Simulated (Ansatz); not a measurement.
Runs of Ansatz 0.2.0 on HgSe. The structure is cubic, space group F-43m (No. 216). Conventional cell: a = 6.078 Å, b = 6.078 Å, c = 6.078 Å, α = 90.00°, β = 90.00°, γ = 90.00°. Around Hg (site symmetry -43m) lie 4 Se at 2.63 Å. Se (site symmetry -43m) is surrounded by 4 Hg at 2.63 Å. 

```csv
task,level,potentials or basis,spin,cell,k mesh,cutoff (eV),points for each segment of the path,atoms under strain,gap on the mesh (eV),pressure (GPa),relaxed volume (Å³/atom)
single point,PBE,Ansatz PAW,off,as given,13 × 13 × 13,420,-,-,none,4.7,-
single point,PBE,Ansatz PAW,off,as given,8 × 8 × 8,350,-,-,none,4.7,-
band structure,PBE,Ansatz PAW,"SOC, no magnetisation",as given,8 × 8 × 8,420,14,-,none,4.1,-
band structure,LDA,JTH PAW LDA,off,as given,8 × 8 × 8,870,14,-,none,-0.3,-
relaxation of cell and atoms,RPBE,Ansatz PAW,off,relaxed,8 × 8 × 8,420,-,-,-,0.0,32.09
band structure,SVWN5,Ansatz PAW,off,as given,8 × 8 × 8,420,14,-,none,-0.4,-
relaxation of cell and atoms,BLYP+D4,Ansatz PAW,off,relaxed,8 × 8 × 8,420,-,-,-,0.0,(a)
elastic constants,LDA,Ansatz PAW,off,as given,6 × 6 × 6,420,-,relaxed,none,-0.4,-
relaxation of cell and atoms,revPBE+D3(BJ),Ansatz PAW,off,relaxed,8 × 8 × 8,420,-,-,none,0.0,(b)
```

Alike in all rows: smearing fermi-dirac 0.05 eV.

Task: Fill in the values left out.

Result: (a) 30.26; (b) 29.09.

Caveats: the PAW data sets come from PBE, with cores solved anew for the run's functional, which leaves a small shift of forces and pressure (some runs); the plane-wave basis is chosen anew once the cell has moved, so the energies of steps on either side of that aren't comparable (some runs); spin-orbit coupling is left out, which moves the levels of the heavy elements (some runs); the cutoff lies under the one recommended for these potentials (some runs); the volume moved by +14 % from the deposited cell, more than functionals usually miss (some runs); elastic constants of metals need much finer meshes, so these are rough (some runs); pairwise dispersion overbinds metals, which lowers pressure and volume (some runs).

A k mesh can miss the band edges, and rows without SOC leave out spin-orbit coupling on Hg, Se.

A gap of «none» marks a metal or a gap under the smearing width.

The runs don't all hold the same shells in valence.
